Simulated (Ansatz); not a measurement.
**Pt(111) with 4 layers of random Pt-W, 2x2: scattering by chemical disorder**

Wanted: resistance against the alloy's length, first Pt(111) with 4 layers of random Pt-W, 2x2.

Main program and level: Ansatz 0.2.0; Ansatz plane-wave DFT, PBE, PAW files; ballistic transport by layer matching (Landauer), zero bias; PAW set soft_1.

### Step 1. Starting point

The cell holds 40 atoms: 38 Pt and 2 W. Cell: a = 5.546 Å, b = 5.546 Å, c = 22.699 Å, α = 93.5°, β = 86.5°, γ = 120.0°. It derives from Pt. Regions: lead, 24 atoms (24 Pt); scattering region, 16 atoms (14 Pt and 2 W). The structure is stacked along c, and the current runs across the ab planes.

### Step 2. With 4 alloy layers

In 4 layers a share of 0.125 of the sites is given to W at random. The layers about the cell's end stay perfect and serve as the lead. Energies from -0.05 to 0.05 eV in steps of 0.05 eV are too few for the program's thermal sum, so it prints no conductance; for a metal the transmission near the Fermi level serves, at a fraction of the cost.

Input file input.yaml:

```yaml
crystal:
  lattice:
    - [5.5462627489, 0.0, 0.0]
    - [-2.7731313745, 4.8032044366, 0.0]
    - [1.3865656872, -0.8005340728, 22.6425228571]
  atoms:
    - { symbol: Pt, position: [0.9916666667, 0.0083333333, 0.05] }
    - { symbol: Pt, position: [0.9916666667, 0.5083333333, 0.05] }
    - { symbol: Pt, position: [0.4916666667, 0.0083333333, 0.05] }
    - { symbol: Pt, position: [0.4916666667, 0.5083333333, 0.05] }
    - { symbol: Pt, position: [0.1416666667, 0.3583333333, 0.15] }
    - { symbol: Pt, position: [0.1416666667, 0.8583333333, 0.15] }
    - { symbol: Pt, position: [0.6416666667, 0.3583333333, 0.15] }
    - { symbol: Pt, position: [0.6416666667, 0.8583333333, 0.15] }
    - { symbol: Pt, position: [0.2916666667, 0.2083333333, 0.25] }
    - { symbol: Pt, position: [0.2916666667, 0.7083333333, 0.25] }
    - { symbol: Pt, position: [0.7916666667, 0.2083333333, 0.25] }
    - { symbol: Pt, position: [0.7916666667, 0.7083333333, 0.25] }
    - { symbol: Pt, position: [0.9416666667, 0.0583333333, 0.35] }
    - { symbol: Pt, position: [0.9416666667, 0.5583333333, 0.35] }
    - { symbol: Pt, position: [0.4416666667, 0.0583333333, 0.35] }
    - { symbol: Pt, position: [0.4416666667, 0.5583333333, 0.35] }
    - { symbol: Pt, position: [0.0916666667, 0.4083333333, 0.45] }
    - { symbol: Pt, position: [0.0916666667, 0.9083333333, 0.45] }
    - { symbol: Pt, position: [0.5916666667, 0.4083333333, 0.45] }
    - { symbol: Pt, position: [0.5916666667, 0.9083333333, 0.45] }
    - { symbol: Pt, position: [0.2416666667, 0.2583333333, 0.55] }
    - { symbol: Pt, position: [0.2416666667, 0.7583333333, 0.55] }
    - { symbol: Pt, position: [0.7416666667, 0.2583333333, 0.55] }
    - { symbol: Pt, position: [0.7416666667, 0.7583333333, 0.55] }
    - { symbol: W, position: [0.8916666667, 0.1083333333, 0.65] }
    - { symbol: Pt, position: [0.8916666667, 0.6083333333, 0.65] }
    - { symbol: Pt, position: [0.3916666667, 0.1083333333, 0.65] }
    - { symbol: W, position: [0.3916666667, 0.6083333333, 0.65] }
    - { symbol: Pt, position: [0.0416666667, 0.4583333333, 0.75] }
    - { symbol: Pt, position: [0.0416666667, 0.9583333333, 0.75] }
    - { symbol: Pt, position: [0.5416666667, 0.4583333333, 0.75] }
    - { symbol: Pt, position: [0.5416666667, 0.9583333333, 0.75] }
    - { symbol: Pt, position: [0.1916666667, 0.3083333333, 0.85] }
    - { symbol: Pt, position: [0.1916666667, 0.8083333333, 0.85] }
    - { symbol: Pt, position: [0.6916666667, 0.3083333333, 0.85] }
    - { symbol: Pt, position: [0.6916666667, 0.8083333333, 0.85] }
    - { symbol: Pt, position: [0.8416666667, 0.1583333333, 0.95] }
    - { symbol: Pt, position: [0.8416666667, 0.6583333333, 0.95] }
    - { symbol: Pt, position: [0.3416666667, 0.1583333333, 0.95] }
    - { symbol: Pt, position: [0.3416666667, 0.6583333333, 0.95] }
kpoints:
  mp_grid: { grid: [5, 5, 1] }
hamiltonian:
  xc: pbe
  pseudopotentials: { kind: paw, azcp: { folder: soft_1 } }
scf:
  occupations: { method: fermi_dirac, width: 0.1 }
output:
  transmission:
    leads: [[0, 4]]
    kmesh: [10, 10]
    e_range: [-0.05, 0.05]
    de: 0.05
  write_potential: true
  write_density: true
  volumetric_format: npy
```

Launch:

```sh
ansatz run input.yaml --threads 4 --pin off --max-ram 15360MiB --backend cpu --events-out ev --progress --plain --runs-dir out
```

Numbers of over 12 decimals in the logs are rounded to 6 here.

Log:

```text
Engine: ansatz 0.2.0, aarch64-unknown-linux-gnu
Pseudopotentials: kind: paw
Pseudopotential: Pt, paw, valence charge 18, recommended cutoff 420 eV (normal), soft_1/Pt.paw.azcp
Pseudopotential: W, paw, valence charge 14, recommended cutoff 420 eV (normal), soft_1/W.paw.azcp
Functional definition: PBE
  parameter kappa = 0.804
  parameter beta = 0.066725
  exchange = pbe_x(kappa = kappa, mu = beta*pi^2/3)
  correlation = pbe_c(beta = beta)
Crystal: 40 atoms, lattice volume = 603.193 Å³
Basis set: ecut = 420 eV, 11827 PW (Γ)
Bands: 428, of which v1, the nominal top of the filled ones, is band 356 counted from 1 (355 counted from 0)
Symmetry: 8 space group operations
Space group: P2/m (ITA 10), of the structure as read, at distance tolerance 8.4e-5 Å
k-points: 9 of 25
Non-local potential: Pt, projectors of the file, l = 0: 3, l = 1: 2, l = 2: 2, l = 3: 1
Non-local potential: W, projectors of the file, l = 0: 3, l = 1: 2, l = 2: 2, l = 3: 1
PAW form: soft (Blöchl's): semilocal exchange-correlation on the pseudo side does not see the compensation charge
PAW one-centre angular grid: Pt, 590 points (default); XC on 64 Gauss nodes
PAW one-centre angular grid: W, 590 points (default); XC on 64 Gauss nodes
Initial density: superposition of atomic densities (chi_scale 0.1, normalization cell, long waves kept (reshape's long-wave potential 0.55 eV rms))
Initial wavefunctions: pseudopotential atomic-orbital guess
Functional: x = pbe(κ = 0.804, μ = 0.219515), c = pbe(β = 0.066725)
SCF iter   1: F=—  HF=-496731.946680 eV  |F-HF|=—  |Δ(HF+E_count)|=         —  Δρ=1.09e-1  dr2=8.88e2  ethr=3.10e-3  ⟨swp⟩=4.8  Hψ=11442  notcnv=0  defer=170
preconditioner: auto → Kerker (q_TF=auto, 2.805 Å⁻¹)  [metal: Δε(μ)=0.012 eV  Ē_g=8.317 eV  σ=0.100 eV  W_gap=0.03  n_scr=240 (ndim 8)  ℏωp=29.9 eV  f_vac=0.000  D(μ)=43.53/eV (n_scr^D=488)]
SCF iter   2: F=—  HF=-496717.588959 eV  |F-HF|=—  |Δ(HF+E_count)|=    1.44e1  Δρ=5.47e-2  dr2=2.85e2  ethr=3.10e-3  ⟨swp⟩=2.0  Hψ=6104  notcnv=0  defer=315
SCF iter   3: F=—  HF=-496712.621334 eV  |F-HF|=—  |Δ(HF+E_count)|=    4.97e0  Δρ=1.36e-2  dr2=2.03e0  ethr=3.10e-3  ⟨swp⟩=2.4  Hψ=6024  notcnv=0  defer=316
SCF iter   4: F=—  HF=-496712.463477 eV  |F-HF|=—  |Δ(HF+E_count)|=   1.58e-1  Δρ=5.72e-3  dr2=7.47e0  ethr=2.86e-4  ⟨swp⟩=2.0  Hψ=4618  notcnv=0  defer=318
SCF iter   5: F=—  HF=-496712.423064 eV  |F-HF|=—  |Δ(HF+E_count)|=   4.04e-2  Δρ=2.19e-3  dr2=1.19e0  ethr=2.86e-4  ⟨swp⟩=1.0  Hψ=3527  notcnv=0  defer=318
SCF iter   6: F=—  HF=-496712.415685 eV  |F-HF|=—  |Δ(HF+E_count)|=   7.38e-3  Δρ=3.53e-4  dr2=3.33e-3  ethr=1.67e-4  ⟨swp⟩=1.0  Hψ=3527  notcnv=0  defer=318
SCF iter   7: F=—  HF=-496712.415574 eV  |F-HF|=—  |Δ(HF+E_count)|=   1.11e-4  Δρ=7.96e-5  dr2=1.26e-4  ethr=4.68e-7  ⟨swp⟩=1.2  Hψ=3634  notcnv=0  defer=318
SCF iter   8: F=—  HF=-496712.415521 eV  |F-HF|=—  |Δ(HF+E_count)|=   5.29e-5  Δρ=2.47e-5  dr2=1.01e-5  ethr=1.77e-8  ⟨swp⟩=1.9  Hψ=3918  notcnv=0  defer=318
SCF iter   9: F=—  HF=-496712.413859 eV  |F-HF|=—  |Δ(HF+E_count)|=   1.66e-3  Δρ=6.70e-6  dr2=1.25e-6  ethr=1.42e-9  ⟨swp⟩=1.0  Hψ=3679  notcnv=0  defer=319
SCF iter  10: F=—  HF=-496712.413859 eV  |F-HF|=—  |Δ(HF+E_count)|=   3.74e-8  Δρ=1.80e-6  dr2=2.00e-7  ethr=1.76e-10  ⟨swp⟩=1.0  Hψ=3527  notcnv=0  defer=319
SCF iter  11: F=-496712.413859 eV  HF=-496712.413859 eV  |F-HF|=1.65e-8  |Δ(HF+E_count)|=   4.48e-9  Δρ=4.88e-7  dr2=1.72e-8  ethr=1.40e-11  ⟨swp⟩=8.1  Hψ=9477  notcnv=0
SCF 1 converged in 11 iterations: F = -496712.413859 eV  dr2 = 1.72e-8
  greatest PAW one-centre occupation: 1.000 electrons in one spin orbital (limit 2), on the Pt atom at site 26 (counted from 0), in its partial waves of l = 0
transmission: 124 of 1240 steps passed
transmission: 248 of 1240 steps passed
[...]
transmission: 1240 of 1240 steps passed
SCF converged after 11 iterations
Free energy (F): -496712.413859 eV
Harris-Foulkes:  -496712.413859 eV  (|F-HF|=1.65e-8)
Internal energy: -496710.431556 eV  (E = F + TS)
E sigma→0 (E₀):  -496711.422707 eV
Entropy (-TS):   -1.982303 eV (-49.558 meV/atom)
Fermi energy:    23.495585 eV
--- Per-component energies (eV) ---
  E_band       = -5014.417077
  E_kinetic    = 23545.751753
  E_local      = -56022.499267  (includes V_loc(G=0)·N_el)
  E_nonlocal   = 7694.368594
  E_hartree    = 21476.320215
  E_xc         = -9376.528691
  E_vxc        = -10793.038032  (∫ρ·V_xc dr)
  E_paw        = -377543.120678  (= ΣΔE_a)
  E_vpaw       = -12391.681556  (= ΣTr[D̂ρ^β])
  E_aug_tail   = 0.042675  (compensation charges beyond the density's cutoff)
  E_ewald      = -106484.766157
  E_smearing   = -1.982303  (= −TS)
  E_closure    = -0.000000  (closes the sum)
  Σ components = -496712.413859   (vs F -496712.413859, Δ=0.00e0)
--- Band table (eV; the first three rows and the last of 9) ---
  k-point 0: bands = [... 352 lower, 23.6723, 23.6756, 23.6797, 23.7214, 23.7375, 23.7449, 23.8044, 23.8105, ... 68 higher]
  k-point 1: bands = [... 352 lower, 23.4494, 23.4502, 23.4605, 23.5182, 23.5761, 23.6228, 23.6800, 23.6825, ... 68 higher]
  k-point 2: bands = [... 352 lower, 23.3793, 23.4395, 23.4714, 23.4959, 23.5359, 23.5702, 23.6158, 23.6357, ... 68 higher]
  k-point 8: bands = [... 352 lower, 23.4420, 23.4612, 23.4725, 23.4792, 23.4997, 23.5557, 23.5625, 23.5699, ... 68 higher]
--- Transmission ---
  basis      : 241 plane waves across, 40 finite elements along
  points     : 31, standing for a mesh of 10 x 10
  energies   : 3 from -0.050000 to 0.050000 eV about the Fermi level, 0.050000 eV apart; the leads are filled to 0.000000 eV, and channels, transmission and decay are at 0.000000 eV
  crystal 0  : Pt4, at the sites [0, 4], period 2.2643 Å, over 20.38 Å; its Hamiltonian steps by up to 7.6 meV
    offset         : up to 0.0000 Å between an atom of the period and one for which it stands
    channels       : 6.890000e0 a spin
    conductance    : none, the energies end too early or step too widely for 300 K: set another output.transmission.e_range or a lower de, or, where they end at an eighth of basis.ecutwfc, a higher one
  junction   : crystal 0 to crystal 0, 3.83 to 24.21 Å
    transmission   : 2.809888e0 a spin
    conductance    : none, the energies end too early or step too widely for 300 K: set another output.transmission.e_range or a lower de, or, where they end at an eighth of basis.ecutwfc, a higher one
```

Run time: 4.2 min. Hardware: 4 threads of Arm Neoverse V1, shared host; peak memory 4.9 GiB.

Reading the cycles: dr2 is the Hartree energy of the density residual (eV), the measure of convergence; HF is the Harris–Foulkes estimate of the energy, which meets the free energy F at convergence.

This step gave:

```
free energy                                    : -496712.4139 eV
energy at zero smearing                        : -496711.4227 eV
Fermi energy                                   : 23.50 eV
cell area                                      : 26.64 Å²
transmission per spin nearest the Fermi level  : 2.810
open channels per spin nearest the Fermi level : 6.89
step of the lead's potential                   : 7.6 meV
```

Per spin. The transmission, zone mean by energy, zero at the Fermi level:

| energy (eV) | transmission, zone mean |
| --- | --- |
| -0.0500 | 3.11 |
| 0.0000 | 2.81 |
| 0.0500 | 2.51 |

Per spin. Open channels, zone mean, lead against energy, zero at the Fermi level:

| energy (eV) | open channels, zone mean, lead |
| --- | --- |
| -0.0500 | 7.28 |
| 0.0000 | 6.89 |
| 0.0500 | 6.21 |

Transmission over k1 and k2. At 0.0000 eV from the Fermi level.

Values, 10 rows by 10 columns:
```
3.44 3.39 2.50 2.90 2.67 3.60 3.21 2.37 0.98 0.78
0.80 2.50 3.62 3.53 3.07 3.86 3.52 2.20 1.02 0.98
2.42 2.90 3.53 3.99 2.47 3.42 3.29 3.13 2.20 2.37
3.29 2.67 3.07 2.47 3.08 3.44 1.24 3.29 3.52 3.21
3.13 3.60 3.86 3.42 3.44 2.93 3.44 3.42 3.86 3.60
3.29 3.21 3.52 3.29 1.24 3.44 3.08 2.47 3.07 2.67
2.42 2.37 2.20 3.13 3.29 3.42 2.47 3.99 3.53 2.90
0.80 0.98 1.02 2.20 3.52 3.86 3.07 3.53 3.62 2.50
3.44 0.78 0.98 2.37 3.21 3.60 2.67 2.90 2.50 3.39
3.42 3.44 0.80 2.42 3.29 3.13 3.29 2.42 0.80 3.44
```
Columns: k1 (b1) from -0.5 to 0.4; rows upwards: k2 (b2) from -0.5 to 0.4.

Open channels over k1 and k2. At 0.0000 eV from the Fermi level.

Ten even steps from '0' (3.0) to '9' (10.0):
```
9744479101
4475574400
4458185441
9451881549
9778828877
9945188154
4144581854
4004475574
9101974447
9944999449
```
Columns: k1 (b1) from -0.5 to 0.4; rows upwards: k2 (b2) from -0.5 to 0.4.

Over the solved energies the transmission per spin lies between 2.51 and 3.11, out of 6.79 channels of the lead on average (up to 7.28).

### Step 3. With 8 alloy layers

In 8 layers a share of 0.125 of the sites is given to W at random. A fresh draw is used; the growth of the resistance with length is what counts.

System of this step: Pt(111) with 8 layers of random Pt-W, 2x2. The cell holds 56 atoms: 52 Pt and 4 W. Cell: a = 5.546 Å, b = 5.546 Å, c = 31.740 Å, α = 87.5°, β = 92.5°, γ = 120.0°. It derives from Pt. Regions: lead, 24 atoms (24 Pt); scattering region, 32 atoms (28 Pt and 4 W). The structure is stacked along c, and the current runs across the ab planes.

Input file input.yaml:

```yaml
crystal:
  lattice:
    - [5.5462627489, 0.0, 0.0]
    - [-2.7731313745, 4.8032044366, 0.0]
    - [-1.3865656872, 0.8005340728, 31.6995319999]
  atoms:
    - { symbol: Pt, position: [0.005952381, 0.994047619, 0.0357142857] }
    - { symbol: Pt, position: [0.005952381, 0.494047619, 0.0357142857] }
    - { symbol: Pt, position: [0.505952381, 0.994047619, 0.0357142857] }
    - { symbol: Pt, position: [0.505952381, 0.494047619, 0.0357142857] }
    - { symbol: Pt, position: [0.1845238095, 0.3154761905, 0.1071428571] }
    - { symbol: Pt, position: [0.1845238095, 0.8154761905, 0.1071428571] }
    - { symbol: Pt, position: [0.6845238095, 0.3154761905, 0.1071428571] }
    - { symbol: Pt, position: [0.6845238095, 0.8154761905, 0.1071428571] }
    - { symbol: Pt, position: [0.3630952381, 0.1369047619, 0.1785714286] }
    - { symbol: Pt, position: [0.3630952381, 0.6369047619, 0.1785714286] }
    - { symbol: Pt, position: [0.8630952381, 0.1369047619, 0.1785714286] }
    - { symbol: Pt, position: [0.8630952381, 0.6369047619, 0.1785714286] }
    - { symbol: Pt, position: [0.0416666667, 0.9583333333, 0.25] }
    - { symbol: Pt, position: [0.0416666667, 0.4583333333, 0.25] }
    - { symbol: W, position: [0.5416666667, 0.9583333333, 0.25] }
    - { symbol: Pt, position: [0.5416666667, 0.4583333333, 0.25] }
    - { symbol: Pt, position: [0.2202380952, 0.2797619048, 0.3214285714] }
    - { symbol: Pt, position: [0.2202380952, 0.7797619048, 0.3214285714] }
    - { symbol: Pt, position: [0.7202380952, 0.2797619048, 0.3214285714] }
    - { symbol: Pt, position: [0.7202380952, 0.7797619048, 0.3214285714] }
    - { symbol: Pt, position: [0.3988095238, 0.1011904762, 0.3928571429] }
    - { symbol: Pt, position: [0.3988095238, 0.6011904762, 0.3928571429] }
    - { symbol: Pt, position: [0.8988095238, 0.1011904762, 0.3928571429] }
    - { symbol: Pt, position: [0.8988095238, 0.6011904762, 0.3928571429] }
    - { symbol: Pt, position: [0.0773809524, 0.9226190476, 0.4642857143] }
    - { symbol: Pt, position: [0.0773809524, 0.4226190476, 0.4642857143] }
    - { symbol: Pt, position: [0.5773809524, 0.9226190476, 0.4642857143] }
    - { symbol: Pt, position: [0.5773809524, 0.4226190476, 0.4642857143] }
    - { symbol: W, position: [0.255952381, 0.244047619, 0.5357142857] }
    - { symbol: Pt, position: [0.255952381, 0.744047619, 0.5357142857] }
    - { symbol: Pt, position: [0.755952381, 0.244047619, 0.5357142857] }
    - { symbol: Pt, position: [0.755952381, 0.744047619, 0.5357142857] }
    - { symbol: Pt, position: [0.4345238095, 0.0654761905, 0.6071428571] }
    - { symbol: Pt, position: [0.4345238095, 0.5654761905, 0.6071428571] }
    - { symbol: Pt, position: [0.9345238095, 0.0654761905, 0.6071428571] }
    - { symbol: Pt, position: [0.9345238095, 0.5654761905, 0.6071428571] }
    - { symbol: Pt, position: [0.1130952381, 0.8869047619, 0.6785714286] }
    - { symbol: Pt, position: [0.1130952381, 0.3869047619, 0.6785714286] }
    - { symbol: W, position: [0.6130952381, 0.8869047619, 0.6785714286] }
    - { symbol: Pt, position: [0.6130952381, 0.3869047619, 0.6785714286] }
    - { symbol: Pt, position: [0.2916666667, 0.2083333333, 0.75] }
    - { symbol: Pt, position: [0.2916666667, 0.7083333333, 0.75] }
    - { symbol: Pt, position: [0.7916666667, 0.2083333333, 0.75] }
    - { symbol: W, position: [0.7916666667, 0.7083333333, 0.75] }
    - { symbol: Pt, position: [0.4702380952, 0.0297619048, 0.8214285714] }
    - { symbol: Pt, position: [0.4702380952, 0.5297619048, 0.8214285714] }
    - { symbol: Pt, position: [0.9702380952, 0.0297619048, 0.8214285714] }
    - { symbol: Pt, position: [0.9702380952, 0.5297619048, 0.8214285714] }
    - { symbol: Pt, position: [0.1488095238, 0.8511904762, 0.8928571429] }
    - { symbol: Pt, position: [0.1488095238, 0.3511904762, 0.8928571429] }
    - { symbol: Pt, position: [0.6488095238, 0.8511904762, 0.8928571429] }
    - { symbol: Pt, position: [0.6488095238, 0.3511904762, 0.8928571429] }
    - { symbol: Pt, position: [0.3273809524, 0.1726190476, 0.9642857143] }
    - { symbol: Pt, position: [0.3273809524, 0.6726190476, 0.9642857143] }
    - { symbol: Pt, position: [0.8273809524, 0.1726190476, 0.9642857143] }
    - { symbol: Pt, position: [0.8273809524, 0.6726190476, 0.9642857143] }
kpoints:
  mp_grid: { grid: [5, 5, 1] }
hamiltonian:
  xc: pbe
  pseudopotentials: { kind: paw, azcp: { folder: soft_1 } }
scf:
  occupations: { method: fermi_dirac, width: 0.1 }
output:
  transmission:
    leads: [[0, 4]]
    kmesh: [10, 10]
    e_range: [-0.05, 0.05]
    de: 0.05
  write_potential: true
  write_density: true
  volumetric_format: npy
```

Log:

```text
[...]
Crystal: 56 atoms, lattice volume = 844.470 Å³
Basis set: ecut = 420 eV, 16521 PW (Γ)
Bands: 596, of which v1, the nominal top of the filled ones, is band 496 counted from 1 (495 counted from 0)
Symmetry: 2 space group operations
[...]
k-points: 9 of 25 (time reversal used)
[...]
SCF iter   1: F=—  HF=-692867.118421 eV  |F-HF|=—  |Δ(HF+E_count)|=         —  Δρ=1.19e-1  dr2=3.81e3  ethr=3.10e-3  ⟨swp⟩=4.4  Hψ=15762  notcnv=0  defer=220
[...]
SCF iter  12: F=-692831.877412 eV  HF=-692831.877412 eV  |F-HF|=2.61e-8  |Δ(HF+E_count)|=   5.70e-9  Δρ=4.78e-7  dr2=2.71e-8  ethr=1.01e-11  ⟨swp⟩=8.0  Hψ=15709  notcnv=0
SCF 1 converged in 12 iterations: F = -692831.877412 eV  dr2 = 2.71e-8
[...]
transmission: 178 of 1767 steps passed
transmission: 354 of 1767 steps passed
[...]
transmission: 1767 of 1767 steps passed
SCF converged after 12 iterations
Free energy (F): -692831.877412 eV
[...]
Internal energy: -692829.385925 eV  (E = F + TS)
E sigma→0 (E₀):  -692830.631668 eV
Entropy (-TS):   -2.491487 eV (-44.491 meV/atom)
Fermi energy:    23.571516 eV
[...]
--- Band table (eV; the first three rows and the last of 9) ---
  k-point 0: bands = [... 492 lower, 23.7553, 23.7670, 23.8046, 23.8194, 23.8281, 23.8445, 23.8580, 23.8825, ... 96 higher]
  k-point 1: bands = [... 492 lower, 23.5620, 23.5736, 23.6000, 23.6118, 23.6445, 23.6991, 23.7283, 23.7365, ... 96 higher]
  k-point 2: bands = [... 492 lower, 23.5002, 23.5249, 23.5402, 23.5637, 23.5875, 23.6091, 23.6225, 23.6493, ... 96 higher]
  k-point 8: bands = [... 492 lower, 23.5109, 23.5294, 23.5608, 23.5690, 23.5742, 23.6162, 23.6231, 23.6413, ... 96 higher]
--- Transmission ---
  basis      : 241 plane waves across, 57 finite elements along
  points     : 31, standing for a mesh of 10 x 10
[...]
channels       : 6.780000e0 a spin
[...]
junction   : crystal 0 to crystal 0, 0.70 to 30.13 Å
    transmission   : 2.139010e0 a spin
[...]
```

Wall time 11 min (4 threads); peak memory 8.6 GiB; 44 min of CPU time.

Numbers from this step:

```
free energy                                    : -692831.8774 eV
energy at zero smearing                        : -692830.6317 eV
Fermi energy                                   : 23.57 eV
transmission per spin nearest the Fermi level  : 2.139
open channels per spin nearest the Fermi level : 6.78
step of the lead's potential                   : 34.1 meV
```

Per spin. Table of transmission, zone mean by energy, zero at the Fermi level:

| energy (eV) | transmission, zone mean |
| --- | --- |
| -0.0500 | 2.41 |
| 0.0000 | 2.14 |
| 0.0500 | 1.85 |

Over the solved energies the transmission per spin lies between 1.85 and 2.41, out of 6.76 channels of the lead on average (up to 7.1). The log calls the step of a lead's potential too much.

(Continued in part 2 of 2.)

[Logs are printed without paths, hosts, clocks, repeated set-up lines and the standing remarks that a program may print on its own settings, such as how far it seeks lower states.]

[Hosts, paths, dates, database ids (printed as entryN), source tags and the programs' standing remarks are cut or masked in the printed files.]
